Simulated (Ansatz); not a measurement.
This is a single-point calculation with Ansatz 0.2.0 on BaO (started from an entry of an open crystallographic database); the level of theory is r2SCAN. The cell was relaxed with r2SCAN and then strained (uniaxial -0.66 % along y, other directions held), with the atoms relaxed again with r2SCAN; k points keep the names of the unstrained zone.

Input file:
```yaml
crystal:
  lattice:
    - [0.0, 2.7536480239, 2.7719428467]
    - [2.7719428467, 0.0, 2.7719428467]
    - [2.7719428467, 2.7536480239, 0.0]
  atoms:
    - { symbol: Ba, position: [0.0, 0.0, 0.0] }
    - { symbol: O, position: [0.5, 0.5, 0.5] }
kpoints:
  mp_grid: { grid: [8, 8, 8] }
  band_path:
    path:
      - [0.0, 0.0, 0.0]
      - [0.5, 0.0, 0.5]
      - [0.625, 0.25, 0.625]
      - [0.375, 0.375, 0.75]
      - [0.5, 0.5, 0.5]
      - [0.5, 0.25, 0.75]
    npoints: 1
hamiltonian:
  xc: r2scan
scf:
  occupations: { method: fixed }
  n_extra_bands: 4
output:
  forces: true
  stress: true
  eigenvalues: true
  write_density: true
  write_potential: true
  elf: true
  volumetric_format: npy
```

Command: `ansatz run input.yaml --threads 4 --pin off --max-ram 5529MiB --backend cpu --events-out ev --progress --plain --runs-dir out`. Wall time 2 s on 4 threads of Arm Neoverse V1, with other jobs on the host; peak host memory 0.46 GiB.

Main lines of the log:
```
Pseudopotential: Ba, paw, valence charge 10, recommended cutoff 500 eV (meta_gga)
Pseudopotential: O, paw, valence charge 6, recommended cutoff 500 eV (meta_gga)
Functional definition: r2SCAN
Crystal: 2 atoms, lattice volume = 42.316 Å³
Basis set: ecut = 500 eV, 1067 PW (Γ)
Bands: 12, of which v1, the nominal top of the filled ones, is band 8 counted from 1 (7 counted from 0)
Symmetry: 16 space group operations
Space group: I4/mmm (ITA 139)
k-points: 59 of 512
SCF iter   1: HF=-6535.874843 eV  Δρ=9.71e-3  dr2=6.01e-2
SCF iter   2: HF=-6535.970698 eV  Δρ=1.20e-2  dr2=4.56e-2
SCF iter   3: HF=-6535.961301 eV  Δρ=2.18e-3  dr2=1.34e-3
SCF iter   4: HF=-6535.961160 eV  Δρ=5.81e-4  dr2=5.24e-5
SCF iter   5: HF=-6535.961171 eV  Δρ=8.54e-5  dr2=1.97e-6
SCF iter   6: HF=-6535.961173 eV  Δρ=2.01e-5  dr2=1.64e-7
SCF iter   7: HF=-6535.961173 eV  Δρ=4.98e-6  dr2=1.04e-8
SCF 1 converged in 7 iterations: F = -6535.961173 eV  dr2 = 1.04e-8
NSCF: frozen V_eff on 6 k-points
Free energy (F): -6535.961173 eV
Fermi energy:    8.433524 eV
--- Stress (GPa, compression-positive) ---
        0.327585       0.000000       0.000000
        0.000000       0.909158       0.000000
        0.000000       0.000000       0.327585
  P = ⅓ Tr σ = 0.5214 GPa (5.214 kbar)
```

Levels at the listed points, from bands.tsv (eV from the Fermi energy, bands near the gap, counted from 0):
```tsv
# k_distance	band_3	band_4	band_5	band_6	band_7	band_8	band_9	band_10	band_11
# fermi_ev = 8.433524
# [0, 0, 0] at k_distance = 0.000000
# [0.5, 0, 0.5] at k_distance = 1.140884
# [0.625, 0.25, 0.625] at k_distance = 1.541585
# [0.375, 0.375, 0.75] at k_distance = 2.236390
# [0.5, 0.5, 0.5] at k_distance = 2.931196
# [0.5, 0.25, 0.75] at k_distance = 3.735265
# levels_relative_to = fermi_ev
0.000	-10.698	-10.696	-0.525	-0.525	-0.495	4.183	5.136	5.136	5.183
1.141	-11.304	-11.304	-0.275	-0.275	0.000	2.312	6.609	8.986	9.585
1.542	-11.200	-11.139	-0.982	-0.823	-0.152	3.707	6.797	7.638	8.685
2.236	-11.180	-11.120	-0.985	-0.825	-0.196	3.741	6.812	7.625	8.714
2.931	-10.823	-10.801	-1.990	-1.545	-1.542	5.325	7.683	7.699	7.882
3.735	-11.776	-10.797	-1.404	-0.260	-0.221	4.867	4.884	7.491	10.011
```
In order the rows are Γ, X, U, K, L, W.

Planar averages along the third cell vector, from rho_z.tsv and v_z.tsv (valence density with its augmentation; electrostatic potential energy of an electron, of which only differences have a meaning):
```csv
z (Å),ρ (e/Å³),v_es (eV)
0.00,0.382,-0.55
0.13,0.382,-0.40
0.26,0.382,0.05
0.39,0.379,0.76
0.52,0.370,1.73
0.65,0.354,2.89
0.78,0.330,4.20
0.91,0.303,5.60
1.04,0.284,6.95
1.17,0.282,7.86
1.30,0.305,8.21
1.43,0.357,8.20
1.56,0.427,7.99
1.69,0.497,7.69
1.82,0.547,7.44
1.95,0.565,7.35
2.08,0.547,7.44
2.21,0.497,7.69
2.34,0.427,7.99
2.47,0.357,8.20
2.60,0.305,8.21
2.74,0.282,7.86
2.87,0.284,6.95
3.00,0.303,5.60
3.13,0.330,4.20
3.26,0.354,2.89
3.39,0.370,1.73
3.52,0.379,0.76
3.65,0.382,0.05
3.78,0.382,-0.40
```

The r2SCAN gap is direct at X: 2.31 eV. With the atoms held, the mean pressure is +0.52 GPa (compression positive).

The values are computed, spin-unpolarised, and not measurements.

Spin-orbit coupling is left out.
